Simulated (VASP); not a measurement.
# Se (P3_121) in VASP: notebook

Runs on Se. Level: LDA. Tasks: dielectric tensor.

Program: VASP 6.6.1. These are calculated values, not measurements. Logs are shortened: lines on timing, memory, paths and dates and some standing lists are left out, and cuts for length are marked.

## Step 1: The crystal as given

The structure is trigonal, space group P3_121 (No. 152). Conventional cell: a = 4.366 Å, b = 4.366 Å, c = 4.954 Å, α = 90.00°, β = 90.00°, γ = 120.00°. Around Se (site symmetry 2) lie 2 Se at 2.37 Å.

## Step 2: Dielectric tensor, LDA

The input, INCAR:

```
PREC = Accurate
ENCUT = 650
EDIFF = 1E-8
ISMEAR = 0
SIGMA = 0.01
LREAL = False
LASPH = True
NELM = 100
ALGO = Normal
ISIF = 2
LWAVE = False
LCHARG = False
LEPSILON = True
```

The input, KPOINTS:

```
regular mesh
0
Gamma
  6 6 4
```

The input, POSCAR:

```
Se
1.0
    4.3662000000      0.0000000000      0.0000000000
   -2.1831000000      3.7812401180      0.0000000000
    0.0000000000      0.0000000000      4.9536000000
Se
3
Direct
    0.7746000000      0.7746000000      0.0000000000
    0.0000000000      0.2254000000      0.6666666667
    0.2254000000      0.0000000000      0.3333333333
```

Potentials or basis: VASP PAW LDA potentials, release 64 (Se).

Started as:

```console
> cat potpaw_LDA.64/Se/POTCAR > POTCAR
> mpirun -np 1 vasp_std > vasp.out
```

OUTCAR:

```text
PREC = Accurate
   ENCUT = 650
   EDIFF = 1E-8
   ISMEAR = 0
   LREAL = False
   LASPH = True
   NELM = 100
   ISIF = 2
   LEPSILON = True

 Found     24 irreducible k-points:

 Following reciprocal coordinates:
            Coordinates               Weight
  0.000000  0.000000  0.000000      1.000000
  0.166667  0.000000  0.000000      6.000000
  0.333333  0.000000  0.000000      6.000000
  0.500000  0.000000  0.000000      3.000000
  0.166667  0.166667  0.000000      6.000000
  0.333333  0.166667  0.000000     12.000000
   k-points           NKPTS =     24   k-points in BZ     NKDIM =     24   number of bands    NBANDS=     13
   number of dos      NEDOS =    301   number of ions     NIONS =      3
   total plane-waves  NPLWV =  54432
   dimension x,y,z NGX =    36 NGY =   36 NGZ =   42
   dimension x,y,z NGXF=    72 NGYF=   72 NGZF=   84
   ions per type =               3
   NGX,Y,Z   is equivalent  to a cutoff of  13.71, 13.71, 14.10 a.u.
   NGXF,Y,Z  is equivalent  to a cutoff of  27.41, 27.41, 28.19 a.u.
 SYSTEM =  unknown system
   PREC   = accura    normal or accurate (medium, high low for compatibility)
   ISTART =      0    job   : 0-new  1-cont  2-samecut
   ICHARG =      2    charge: 1-file 2-atom 10-const
   ISPIN  =      1    spin polarized calculation?
   LNONCOLLINEAR =      F non collinear calculations
   LSORBIT =      F    spin-orbit coupling
   LASPH  =      T    aspherical Exc in radial PAW
   ENCUT  =  650.0 eV  47.77 Ry    6.91 a.u.   9.08  9.08 10.30*2*pi/ulx,y,z
   NELM   =    100;   NELMIN=  2; NELMDL= -5     # of ELM steps
   EDIFF  = 0.1E-07   stopping-criterion for ELM
   LREAL  =      F    real-space projection
   EDIFFG = 0.1E-06   stopping-criterion for IOM
   NSW    =      0    number of steps for IOM
   IBRION =     -1    ionic relax: 0-MD 1-quasi-New 2-CG
   NFREE  =      0    steps in history (QN), initial steepest desc. (CG)
   ISIF   =      2    stress and relaxation
   ISYM   =      2    0-nonsym 1-usesym 2-fastsym
   POTIM  = 0.5000    time-step for ionic-motion
   TEBEG  =    0.0;   TEEND  =   0.0 temperature during run
   PSTRESS=    0.0 pullay stress
   NELECT =      18.0000    total number of electrons
   NUPDOWN=      -1.0000    fix difference up-down
   EMIN   =  10.00;   EMAX   =-10.00  energy-range for DOS
   EFERMI =   0.00;   METHOD = LEGACY
   ISMEAR =     0;   SIGMA  =   0.01  broadening in eV -4-tet -1-fermi 0-gaus
   EFERMI_NEDOS =   21; number of points for ismear=-14 and -15
   IALGO  =     38    algorithm
   IMIX   =      4    mixing-type and parameters
     AMIX     =   0.40;   BMIX     =  1.00
     AMIX_MAG =   1.60;   BMIX_MAG =  1.00
  volume/ion in A,a.u.               =      27.26       183.96
  Fermi-wavevector in a.u.,A,eV,Ry     =   0.988430  1.867862 13.292817  0.976995
  Thomas-Fermi vector in A             =   2.119956
   LORBIT       =      0    0 simple, 1 ext, 2 COOP (PROOUT), +10 PAW based schemes
   GGA     = CA    functional components
   LHFCALC =     F    Hartree Fock is set to
   AEXX    =    0.0000 exact exchange contribution
   IVDW    =     0    specifies the selected vdW correction
   LEPSILON=     T    determine dielectric tensor
   LRPA    =     F    only Hartree local field effects (RPA)
 non-spin polarized calculation
 Gauss-broadening in eV      SIGMA  =   0.01
  energy-cutoff  :      650.00
  volume of cell :       81.78
 maximum number of plane-waves:      3104
   NGX = 19   NGY = 19   NGZ = 21

--------------------------------------- Ionic step        1  -------------------------------------------

 number of electron      17.9999997 magnetization

 E-fermi :   2.7314     XC(G=0):  -9.1837

 val. band max:        2.6681197253   @ k =   0.5000   0.0000   0.5000
 cond. band min:       3.5789435157   @ k =   0.3333   0.3333   0.5000
 fundamental gap:      0.9108237903
 Fermi energy:         2.7313630682

 k-point     1 :       0.0000    0.0000    0.0000
  band No.  band energies     occupation
      1     -13.2157      2.00000
      2      -9.0965      2.00000
      3      -9.0965      2.00000
      4      -1.1897      2.00000
      5      -1.1897      2.00000
      6      -1.1317      2.00000
      7       0.6119      2.00000
      8       0.6119      2.00000
      9       2.2634      2.00000
     10       4.4581      0.00000
     11       4.4581      0.00000
     12       4.7510      0.00000
     13       8.5474      0.00000

 k-point     2 :       0.1667    0.0000    0.0000
  band No.  band energies     occupation
      1     -13.1098      2.00000
      2      -9.1941      2.00000
      3      -9.0862      2.00000
      4      -1.8983      2.00000
      5      -1.5093      2.00000
      6      -0.9325      2.00000
      7       0.6493      2.00000
      8       1.0051      2.00000
      9       2.0556      2.00000
     10       4.3544      0.00000
     11       4.4637      0.00000
     12       5.0268      0.00000
     13       8.5394      0.00000

 k-point     3 :       0.3333    0.0000    0.0000
  band No.  band energies     occupation
      1     -12.8697      2.00000
      2      -9.4415      2.00000
      3      -9.0648      2.00000
      4      -2.4156      2.00000
      5      -1.9110      2.00000
      6      -0.9644      2.00000
      7       0.3276      2.00000
      8       0.9188      2.00000
      9       1.7492      2.00000
     10       4.4898      0.00000
     11       4.7404      0.00000
     12       5.9430      0.00000
     13       8.0797      0.00000

 k-point     4 :       0.5000    0.0000    0.0000
  band No.  band energies     occupation
      1     -12.7302      2.00000
      2      -9.5962      2.00000
      3      -9.0537      2.00000
      4      -2.5241      2.00000
      5      -2.0801      2.00000
      6      -0.8083      2.00000
      7      -0.2805      2.00000
      8       0.8691      2.00000
      9       1.6594      2.00000
     10       4.4936      0.00000
     11       4.9015      0.00000
     12       6.7174      0.00000
     13       7.7503      0.00000

 k-point     5 :       0.1667    0.1667    0.0000
  band No.  band energies     occupation
      1     -12.9346      2.00000
      2      -9.3360      2.00000
      3      -9.1082      2.00000
      4      -2.2488      2.00000
      5      -1.9875      2.00000
      6      -0.7951      2.00000
      7       0.4603      2.00000
      8       0.9570      2.00000
      9       1.6360      2.00000
     10       4.6724      0.00000
     11       4.8071      0.00000
     12       5.4663      0.00000
     13       8.2647      0.00000

 k-point     6 :       0.3333    0.1667    0.0000
  band No.  band energies     occupation
      1     -12.7335      2.00000
      2      -9.5017      2.00000
      3      -9.1544      2.00000
      4      -2.4432      2.00000
      5      -2.1960      2.00000
      6      -0.6735      2.00000
      7      -0.0493      2.00000
      8       0.5740      2.00000
      9       1.3221      2.00000
     10       4.8839      0.00000
     11       5.3914      0.00000
     12       6.2929      0.00000
     13       8.1890      0.00000

 [... further k-points ...]

  FORCE on cell =-STRESS in cart. coord.  units (eV):
  Direction    XX          YY          ZZ          XY          YZ          ZX
  --------------------------------------------------------------------------------------
  -------------------------------------------------------------------------------------
  Total       -0.7915816     -0.7915816     -0.0473611      0.0000000      0.0000000      0.0000000
  in kB      -15.5077032    -15.5077032     -0.9278414      0.0000000      0.0000000      0.0000000
  external PRESSURE =     -10.6477493 kB  Pullay stress =       0.0000000 kB

 VOLUME and BASIS-vectors are now :
 -----------------------------------------------------------------------------
  energy-cutoff  :      650.00
  volume of cell :       81.78
      direct lattice vectors                 reciprocal lattice vectors
     4.366200000  0.000000000  0.000000000     0.229032110  0.132231751  0.000000000
    -2.183100000  3.781240118  0.000000000     0.000000000  0.264463501  0.000000000
     0.000000000  0.000000000  4.953600000     0.000000000  0.000000000  0.201873385

 POSITION                                       TOTAL-FORCE (eV/Angst)
 -----------------------------------------------------------------------------------
      1.69103      2.92895      0.00000        -0.131438     -0.227658     -0.000000
     -0.49207      0.85229      3.30240        -0.131438      0.227658     -0.000000
      0.98414      0.00000      1.65120         0.262877     -0.000000      0.000000
 -----------------------------------------------------------------------------------
    total drift:                               -0.000000     -0.000000     -0.000000

  FREE ENERGIE OF THE ION-ELECTRON SYSTEM (eV)
  ---------------------------------------------------
  free  energy   TOTEN  =       -12.3224269710 eV

  energy  without entropy=      -12.3224269710  energy(sigma->0) =      -12.32242697

 HEAD OF MICROSCOPIC STATIC DIELECTRIC TENSOR (INDEPENDENT PARTICLE, excluding Hartree and local field effects)
 ------------------------------------------------------
          12.059538     0.000000    -0.000000
           0.000000    12.059538     0.000000
           0.000000    -0.000000    16.688694
 ------------------------------------------------------

 Free energy of the ion-electron system (eV)
  ---------------------------------------------------
  ---------------------------------------------------
  free energy    TOTEN  =        -2.25336613 eV

  energy without entropy =       -2.25336613

------------------------ aborting loop because EDIFF is reached ----------------------------------------

--------------------------------------- Ionic step        2  -------------------------------------------

------------------------ aborting loop because EDIFF is reached ----------------------------------------

--------------------------------------- Ionic step        3  -------------------------------------------

 Free energy of the ion-electron system (eV)
  ---------------------------------------------------
  ---------------------------------------------------
  free energy    TOTEN  =        -3.43112801 eV

  energy without entropy =       -3.43112801

------------------------ aborting loop because EDIFF is reached ----------------------------------------

 PIEZOELECTRIC TENSOR FIELD DIRECTION 3  (e Angst)
 -----------------------------------------------------------------------------
     0.00250  0.00000  0.00000           ( -0.00000 -0.00000  0.00000)
    -0.00000  0.00250  0.00000           ( -0.00000 -0.00000  0.00000)
     0.00000  0.00000 -0.00272           (  0.00000  0.00000 -0.00000)

 PIEZOELECTRIC TENSOR FIELD DIRECTION 3  (C/m^2)
 -----------------------------------------------------------------------------
     0.00049  0.00000  0.00000
    -0.00000  0.00049  0.00000
     0.00000  0.00000 -0.00053

 MACROSCOPIC STATIC DIELECTRIC TENSOR (including local field effects in DFT)
 ------------------------------------------------------
          10.527152     0.000000     0.000000
           0.000000    10.527152    -0.000000
          -0.000000    -0.000000    15.425766
 ------------------------------------------------------

 PIEZOELECTRIC TENSOR (including local field effects)  for field in x, y, z        (e  Angst)
          XX          YY          ZZ          XY          YZ          ZX
  --------------------------------------------------------------------------------
  x    -1.77722     1.77722     0.00000     0.00000     0.20692     0.00000
  y     0.00000    -0.00000     0.00000     1.77722    -0.00000    -0.20692
  z     0.00000     0.00000     0.00000    -0.00000     0.00000     0.00000

 PIEZOELECTRIC TENSOR (including local field effects)  for field in x, y, z        (C/m^2)
          XX          YY          ZZ          XY          YZ          ZX
  --------------------------------------------------------------------------------
  x    -0.34817     0.34817     0.00000     0.00000     0.04054     0.00000
  y     0.00000    -0.00000     0.00000     0.34817    -0.00000    -0.04054
  z     0.00000     0.00000     0.00000    -0.00000     0.00000     0.00000

 BORN EFFECTIVE CHARGES (including local field effects) (in |e|, cummulative output)
 ---------------------------------------------------------------------------------
 ion    1
    1    -0.44202     0.76560     0.34879
    2     0.76560     0.44202    -0.20138
    3     0.71960    -0.41546    -0.00000
 ion    2
    1    -0.44202    -0.76560    -0.34879
    2    -0.76560     0.44202    -0.20138
    3    -0.71960    -0.41546    -0.00000
 ion    3
    1     0.88403     0.00000     0.00000
    2     0.00000    -0.88403     0.40275
    3     0.00000     0.83092    -0.00000
```

It took 4.6 min on 1 thread of AMD EPYC 9R45 (Zen 5), shared host; peak memory 0.35 GiB.

The run converged, but some of its settings lie outside the range that counts as converged, so its numbers aren't taken as properties of the crystal.

What came out:

- Band gap on the k mesh: 0.91 eV, indirect (least direct gap 1.13 eV)
- Electronic dielectric tensor (diagonal): 10.53, 10.53, 15.43
- Born charges (mean of the diagonal): Se +0.00 e

[end of part 1 of 3]
